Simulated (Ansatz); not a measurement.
An element in the fcc structure gives these cold pressures by all-electron LAPW under PBE (Ansatz 0.2.0, scalar-relativistic, no spin polarisation).

```json
{"V (Å³/atom)": "10.28", "P (GPa)": "-0.06"}
{"V (Å³/atom)": "9.05", "P (GPa)": "8.49"}
{"V (Å³/atom)": "8.02", "P (GPa)": "23.1"}
{"V (Å³/atom)": "6.99", "P (GPa)": "52.0"}
{"V (Å³/atom)": "5.97", "P (GPa)": "110.8"}
{"V (Å³/atom)": "5.14", "P (GPa)": "204.2"}
{"V (Å³/atom)": "4.42", "P (GPa)": "357.8"}
```

Problem. Which element is it?

Solution. F. Its zero-pressure volume in this structure is near 10.3 Å³/atom; the volume and the steepness of P(V) together point to it, though neighbours can come close. Other candidates weren't computed, and some may come near.
